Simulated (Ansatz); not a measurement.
TaN: do energies and stresses tell the same story?

These are results of DFT PBEsol, scalar-relativistic, plane waves, PAW (Ansatz 0.2.0), not measurements.

Settings: cutoff 420 eV, Γ-centred mesh 16×16×16 on the computed 2-atom cell, Gaussian smearing of 0.10 eV; no spin polarisation.

Relaxed cell: Fm-3m, a = 4.376 Å, b = 4.376 Å, c = 4.376 Å, α = 90.00°, β = 90.00°, γ = 90.00°, 2 atoms in the primitive cell. This rock-salt form isn't the usual stable structure of the compound.

Energies at zero smearing and pressures from the stress tensor, at volumes with shape and atoms relaxed:
```csv
V (Å³/atom),E − E(first) (meV/atom),P (GPa)
9.844,0.00,25.35
10.158,-35.87,11.66
10.472,-46.99,0.03
10.787,-37.06,-9.85
11.101,-9.28,-18.24
```

Problem. Check P = −dE/dV between neighbouring volumes, and get the bulk modulus from the pressures alone.

Solution. With 1 eV/Å³ = 160.2 GPa:
```json
{"middle V (Å³/atom)": "10.001", "−ΔE/ΔV (GPa)": "18.292", "mean P (GPa)": "18.505"}
{"middle V (Å³/atom)": "10.315", "−ΔE/ΔV (GPa)": "5.668", "mean P (GPa)": "5.847"}
{"middle V (Å³/atom)": "10.630", "−ΔE/ΔV (GPa)": "-5.061", "mean P (GPa)": "-4.906"}
{"middle V (Å³/atom)": "10.944", "−ΔE/ΔV (GPa)": "-14.169", "mean P (GPa)": "-14.041"}
```

The two differ by 0.21 GPa at most. The mean of two end pressures misses the average over a step by about ΔV² P″/12, up to 0.19 GPa here; with that taken off 0.03 GPa remains. The stress is the derivative of the free energy, not of the energy at zero smearing, and with free energies 0.01 GPa remains. Around V = 10.472 Å³/atom, the two neighbours give B = −V ΔP/ΔV = 10.472 × 21.51 / 0.628 = 358.4 GPa, against B0 = 356.6 GPa from the Birch–Murnaghan fit of the energies.

Spin–orbit coupling is left out, which can shift energies with elements as heavy as these.